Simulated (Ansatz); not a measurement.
Here is an Ansatz 0.2.0 calculation.

input.yaml

```yaml
crystal:
  lattice:
    - [0.0, 3.205, 3.205]
    - [3.205, 0.0, 3.205]
    - [3.205, 3.205, 0.0]
  atoms:
    - { symbol: Te, position: [0.75, 0.75, 0.75] }
    - { symbol: Cd, position: [0.0, 0.0, 0.0] }
kpoints:
  mp_grid: { grid: [7, 7, 7] }
  band_path:
    path:
      - [0.0, 0.0, 0.0]
      - [0.5, 0.0, 0.5]
      - [0.5, 0.25, 0.75]
      - [0.375, 0.375, 0.75]
      - [0.0, 0.0, 0.0]
      - [0.5, 0.5, 0.5]
      - [0.625, 0.25, 0.625]
      - [0.5, 0.25, 0.75]
    npoints: 6
scf:
  occupations: { method: fermi_dirac, width: 0.05 }
hamiltonian:
  xc: pbesol
  pseudopotentials: { kind: all_electron, lapw: { basis_error: 0.001 } }
output:
  forces: true
  stress: true
  eigenvalues: true
```

Potentials or basis: all-electron LAPW, scalar-relativistic.

Launch:

```sh
$ ansatz run input.yaml --threads 1 --pin off --max-ram 3072MiB --backend cpu --events-out ev --progress --plain --runs-dir out
```

Task: Predict the band gap along the path.

Result: 0.76 eV, direct.

Task: Estimate the band gap on the k mesh.

Result: 0.76 eV, direct.

Task: Estimate the pressure.

Result: 1.7 GPa.

Levels at the corners of the path, in eV from the valence-band top:
```
point  band 18  band 19  band 20  band 21  band 22  band 23  band 24  band 25  band 26  band 27
    Γ    -8.08    -8.08     0.00     0.00     0.00     0.76     4.54     4.54     4.54     7.33
    X    -8.05    -7.56    -4.50    -2.00    -2.00     2.43     2.60     8.88     9.25     9.25
    W    -8.08    -7.47    -4.38    -2.48    -2.37     4.34     4.58     5.52     6.20     9.76
    K    -8.07    -7.51    -4.40    -2.74    -1.66     2.79     4.50     7.32     7.50     7.85
    Γ    -8.08    -8.08     0.00     0.00     0.00     0.76     4.54     4.54     4.54     7.33
    L    -8.07    -7.71    -4.66    -0.83    -0.83     1.77     5.14     5.14     6.93     8.63
    U    -8.07    -7.51    -4.40    -2.74    -1.66     2.79     4.50     7.32     7.50     7.85
    W    -8.08    -7.47    -4.38    -2.48    -2.37     4.34     4.58     5.52     6.20     9.76
```

Caveat: spin-orbit coupling is left out, which moves the levels of the heavy elements.

**Measured values to compare with.**

A printed reference work, data compilation reports, for a bulk crystal of CdTe at 0 K: band gap 1.607 eV.

Measured gap of CdTe: 1.607 eV (0 K; a printed reference work, data compilation). This calculation gives 0.76 eV (-0.85 eV). Spin-orbit coupling on Cd, Te is left out. The value is that of PBEsol, without temperature or zero-point motion. Semilocal functionals fall short of measured gaps as a rule.
